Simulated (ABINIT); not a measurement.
# Fe (Im-3m) in ABINIT: single point with PBEsol

Aim: the single point of Fe with PBEsol.

Everything below comes from runs of ABINIT 10.8.3 (patched build). Logs are shortened: lines on timing, memory, paths and dates and some standing lists are left out, and cuts for length are marked. The log counts tension as positive stress, the text compression.

**1. The structure**

The structure is cubic, space group Im-3m (No. 229). The conventional cell has a = 2.886 Å, b = 2.886 Å, c = 2.886 Å, α = 90.00°, β = 90.00°, γ = 90.00°. Around Fe (site symmetry m-3m) lie 8 Fe at 2.50 Å.

**2. Single point, PBEsol, collinear spin, ferromagnetic start**

Input file run.abi:

```
pp_dirpath "./"
pseudos "Fe.upf"

acell 3*1.0 Angstrom
rprim
    -1.4430000000     1.4430000000     1.4430000000
     1.4430000000    -1.4430000000     1.4430000000
     1.4430000000     1.4430000000    -1.4430000000
ntypat 1
znucl 26
natom 1
typat 1
xred
     0.0000000000     0.0000000000     0.0000000000

ecut 45.0

kptopt 1
ngkpt 13 13 13
nshiftk 1
shiftk 0.0 0.0 0.0

ixc -116133

nband 13
occopt 3
tsmear 0.00183747

nsppol 2
spinat
     0.0000000000     0.0000000000     5.0000000000

nstep 100
tolvrs 1.0e-10

iomode 3
prtwf 0
prtden 0
prteig 0
prtebands 0
```

Potentials or basis: PseudoDojo NC SR PBEsol v0.4.1 standard.

On the command line:

```
abinit run.abi > log 2>&1
```

run.abo:

```text
.Version 10.8.3 of ABINIT
 Symmetries : space group Im -3 m (#229); Bravais cI (body-center cubic)
================================================================================
 Values of the parameters that define the memory need of the present run
     intxc =       0    ionmov =       0      iscf =       7    lmnmax =       6
     lnmax =       6     mgfft =      30  mpssoang =       3    mqgrid =    3001
     natom =       1  nloc_mem =       1    nspden =       2   nspinor =       1
    nsppol =       2      nsym =      48    n1xccc =    2501    ntypat =       1
    occopt =       3   xclevel =       2
       mpw =        1188          nfft =       27000          nkpt =          84
================================================================================
================================================================================

--------------------------------------------------------------------------------
------------- Echo of variables that govern the present computation ------------
--------------------------------------------------------------------------------
 -outvars: echo values of preprocessed input variables --------
            acell      1.8897261259E+00  1.8897261259E+00  1.8897261259E+00 Bohr
              amu      5.58470000E+01
             ecut      4.50000000E+01 Hartree
                       outvar_i_n : Printing only first  50 k-points.
              ixc     -116133
                       outvar_i_n : Printing only first  50 k-points.
         kptrlatt       13    0    0      0   13    0      0    0   13
          kptrlen      6.14001141E+01
            natom           1
            nband          13
            ngfft          30      30      30
             nkpt          84
           nspden           2
           nsppol           2
            nstep         100
             nsym          48
           ntypat           1
                       prtocc : prtvol=0, do not print more k-points.
                       1.000000  1.000000  1.000000  1.000000  1.000000  1.000000
                       1.000000  1.000000  0.000000  0.000000  0.000000  0.000000
                       0.000000
                       1.000000  1.000000  1.000000  1.000000  1.000000  1.000000
                       1.000000  1.000000  0.000000  0.000000  0.000000  0.000000
                       0.000000
                       1.000000  1.000000  1.000000  1.000000  1.000000  1.000000
                       1.000000  1.000000  0.000000  0.000000  0.000000  0.000000
                       0.000000
                       1.000000  1.000000  1.000000  1.000000  1.000000  1.000000
                       1.000000  1.000000  0.000000  0.000000  0.000000  0.000000
                       0.000000
                       1.000000  1.000000  1.000000  1.000000  1.000000  1.000000
                       1.000000  1.000000  0.000000  0.000000  0.000000  0.000000
                       0.000000
                       1.000000  1.000000  1.000000  1.000000  1.000000  1.000000
                       1.000000  1.000000  0.000000  0.000000  0.000000  0.000000
[... 118 lines left out ...]
                       1.000000  1.000000  1.000000  1.000000  1.000000  1.000000
                       1.000000  1.000000  0.000000  0.000000  0.000000  0.000000
                       0.000000
                       1.000000  1.000000  1.000000  1.000000  1.000000  1.000000
                       1.000000  1.000000  0.000000  0.000000  0.000000  0.000000
                       0.000000
                       1.000000  1.000000  1.000000  1.000000  1.000000  1.000000
                       1.000000  1.000000  0.000000  0.000000  0.000000  0.000000
                       0.000000
                       1.000000  1.000000  1.000000  1.000000  1.000000  1.000000
                       1.000000  1.000000  0.000000  0.000000  0.000000  0.000000
                       0.000000
                       1.000000  1.000000  1.000000  1.000000  1.000000  1.000000
                       1.000000  1.000000  0.000000  0.000000  0.000000  0.000000
                       0.000000
                       prtocc : prtvol=0, do not print more k-points.
           occopt           3
           prtden           0
        prtebands           0
           prteig           0
            prtwf           0
            rprim     -1.4430000000E+00  1.4430000000E+00  1.4430000000E+00
                       1.4430000000E+00 -1.4430000000E+00  1.4430000000E+00
                       1.4430000000E+00  1.4430000000E+00 -1.4430000000E+00
          spgroup         229
           spinat      0.0000000000E+00  0.0000000000E+00  5.0000000000E+00
           tolvrs      1.00000000E-10
           tsmear      1.83747000E-03 Hartree
            typat      1
                       outvars : Printing only first  50 k-points.
            znucl       26.00000

================================================================================

 chkinp: Checking input parameters for consistency.

================================================================================
== DATASET  1 ==================================================================

[... 44 lines left out ...]
 ETOT 10  -125.21578106931    -1.195E-10 3.196E-04 4.594E-09 1.108E-04 2.424E+00
 ETOT 11  -125.21578106931     1.577E-12 2.594E-04 9.614E-11 1.310E-05 2.424E+00

 At SCF step   11       vres2   =  9.61E-11 < tolvrs=  1.00E-10 =>converged.

 Cartesian components of stress tensor (hartree/bohr^3)
  sigma(1 1)=  5.30867505E-04  sigma(3 2)=  0.00000000E+00
  sigma(2 2)=  5.30867505E-04  sigma(3 1)=  0.00000000E+00
  sigma(3 3)=  5.30867505E-04  sigma(2 1)=  0.00000000E+00

--- !ResultsGS
iteration_state: {dtset: 1, }
comment   : Summary of ground state results
lattice_vectors:
- [ -2.7268748,   2.7268748,   2.7268748, ]
- [  2.7268748,  -2.7268748,   2.7268748, ]
- [  2.7268748,   2.7268748,  -2.7268748, ]
lattice_lengths: [   4.72309,    4.72309,    4.72309, ]
lattice_angles: [109.471, 109.471, 109.471, ] # degrees, (23, 13, 12)
lattice_volume:   8.1106486E+01
convergence: {deltae:  1.577E-12, res2:  9.614E-11, residm:  2.594E-04, diffor: null, }
etotal    :  -1.25215781E+02
entropy   :   0.00000000E+00
fermie    :   4.43464268E-01
cartesian_stress_tensor: # hartree/bohr^3
- [  5.30867505E-04,   0.00000000E+00,   0.00000000E+00, ]
- [  0.00000000E+00,   5.30867505E-04,   0.00000000E+00, ]
- [  0.00000000E+00,   0.00000000E+00,   5.30867505E-04, ]
pressure_GPa:  -1.5619E+01
xred      :
- [  0.0000E+00,   0.0000E+00,   0.0000E+00, Fe]
cartesian_forces: # hartree/bohr
- [ -0.00000000E+00,  -0.00000000E+00,  -0.00000000E+00, ]
force_length_stats: {min:   0.00000000E+00, max:   0.00000000E+00, mean:   0.00000000E+00, }
...

 Integrated electronic and magnetization densities in atomic spheres:
 ------------------------------------------------------------------------------------------------------------
 Radius=ratsph(iatom), smearing ratsm=  0.0000. Diff(up-dn)=approximate z local magnetic moment.
    Atom    Radius    up_density   dn_density  Total(up+dn)  Diff(up-dn)
    1 Fe   2.00000     8.239682     5.815987     14.055669     2.423695
 ------------------------------------------------------------------------------------------------------------
  Sum:                 8.239682     5.815987     14.055669     2.423695
 Total magnetization (from the atomic spheres):                2.423695
 Total magnetization (exact up - dn):                          2.380695

================================================================================

 ----iterations are completed or convergence reached----

 Mean square residual over all n,k,spin=   25.851E-08; max=  25.939E-05
 reduced coordinates (array xred) for    1 atoms
       0.000000000000      0.000000000000      0.000000000000
 rms dE/dt=  0.0000E+00; max dE/dt=  0.0000E+00; dE/dt below (all hartree)
    1       0.000000000000      0.000000000000      0.000000000000

 cartesian coordinates (angstrom) at end:
    1      0.00000000000000     0.00000000000000     0.00000000000000

 cartesian forces (hartree/bohr) at end:
    1     -0.00000000000000    -0.00000000000000    -0.00000000000000
 frms,max,avg= 0.0000000E+00 0.0000000E+00   0.000E+00  0.000E+00  0.000E+00 h/b

 cartesian forces (eV/Angstrom) at end:
    1     -0.00000000000000    -0.00000000000000    -0.00000000000000
 frms,max,avg= 0.0000000E+00 0.0000000E+00   0.000E+00  0.000E+00  0.000E+00 e/A
 length scales=  1.889726125908  1.889726125908  1.889726125908 bohr
              =  1.000000000000  1.000000000000  1.000000000000 angstroms
 Fermi (or HOMO) energy (hartree) =   0.44346   Average Vxc (hartree)=  -0.50253
 Magnetization (Bohr magneton)=  2.38069497E+00
 Total spin up =  9.19034748E+00   Total spin down =  6.80965252E+00
 Eigenvalues (hartree) for nkpt=  84  k points, SPIN UP:
 kpt#   1, nband= 13, wtk=  0.00046, kpt=  0.0000  0.0000  0.0000 (reduced coord)
  -2.77850   -1.53066   -1.53066   -1.53066    0.14234    0.35986    0.35986    0.35986
   0.40310    0.40310    1.32088    1.32088    1.32088
      occupation numbers for kpt#   1
   1.00000    1.00000    1.00000    1.00000    1.00000    1.00000    1.00000    1.00000
   1.00000    1.00000    0.00000    0.00000    0.00000
 prteigrs : prtvol=0 or 1, do not print more k-points.

 Eigenvalues (hartree) for nkpt=  84  k points, SPIN DOWN:
 kpt#   1, nband= 13, wtk=  0.00046, kpt=  0.0000  0.0000  0.0000 (reduced coord)
  -2.68114   -1.42880   -1.42880   -1.42880    0.14874    0.44346    0.44346    0.44346
   0.51185    0.51185    1.31633    1.31633    1.31633
      occupation numbers for kpt#   1
   1.00000    1.00000    1.00000    1.00000    1.00000    0.50037    0.50037    0.50037
   0.00000    0.00000    0.00000    0.00000    0.00000
 prteigrs : prtvol=0 or 1, do not print more k-points.

--- !EnergyTerms
iteration_state     : {dtset: 1, }
comment             : Components of total free energy in Hartree
kinetic             :  5.73546894660415E+01
hartree             :  3.14641284606947E+01
xc                  : -1.76019016774711E+01
Ewald energy        : -8.54131406383100E+01
psp_core            :  2.96852729422081E+00
local_psp           : -1.06971550731946E+02
non_local_psp       : -7.01617176033905E+00
internal            : -1.25215419587110E+02
'-kT*entropy'       : -3.61482197430885E-04
total_energy        : -1.25215781069307E+02
total_energy_eV     : -3.40729498276911E+03
band_energy         : -1.14420318015554E+01
...

 Cartesian components of stress tensor (hartree/bohr^3)
  sigma(1 1)=  5.30867505E-04  sigma(3 2)=  0.00000000E+00
  sigma(2 2)=  5.30867505E-04  sigma(3 1)=  0.00000000E+00
  sigma(3 3)=  5.30867505E-04  sigma(2 1)=  0.00000000E+00

-Cartesian components of stress tensor (GPa)         [Pressure= -1.5619E+01 GPa]
- sigma(1 1)=  1.56186612E+01  sigma(3 2)=  0.00000000E+00
- sigma(2 2)=  1.56186612E+01  sigma(3 1)=  0.00000000E+00
- sigma(3 3)=  1.56186612E+01  sigma(2 1)=  0.00000000E+00

== END DATASET(S) ==============================================================
================================================================================

 -outvars: echo values of variables after computation  --------
            acell      1.8897261259E+00  1.8897261259E+00  1.8897261259E+00 Bohr
           etotal     -1.2521578107E+02
            fcart     -0.0000000000E+00 -0.0000000000E+00 -0.0000000000E+00
            rprim     -1.4430000000E+00  1.4430000000E+00  1.4430000000E+00
                       1.4430000000E+00 -1.4430000000E+00  1.4430000000E+00
                       1.4430000000E+00  1.4430000000E+00 -1.4430000000E+00
           strten      5.3086750482E-04  5.3086750482E-04  5.3086750482E-04
                       0.0000000000E+00  0.0000000000E+00  0.0000000000E+00
 Calculation completed.
```

It took 58 s on 1 thread of Arm Neoverse V2, shared host; peak memory 0.1 GiB.

What came out:

```yaml
Free_energy: -3407.2950 eV
Pressure: -15.6 GPa
Band_gap_on_the_k_mesh: none (metal or under the smearing width)
Net_moment: 2.38 μB per cell
Site_moments: Fe +2.42 μB
Valence_electrons_inside_the_program's_atomic_spheres: Fe 14.06 (radii [1.0584] Å)
```

Levels at points of the mesh, in eV from the Fermi level:
Spin up:
```tsv
k point	band 6	band 7	band 8	band 9	band 10	band 11	band 12	band 13
(0.00, 0.00, 0.00)	-2.27	-2.27	-2.27	-1.10	-1.10	23.88	23.88	23.88
```
Spin down:
| k point | band 5 | band 6 | band 7 | band 8 | band 9 | band 10 |
| --- | --- | --- | --- | --- | --- | --- |
| (0.00, 0.00, 0.00) | -8.02 | 0.00 | 0.00 | 0.00 | 1.86 | 1.86 |
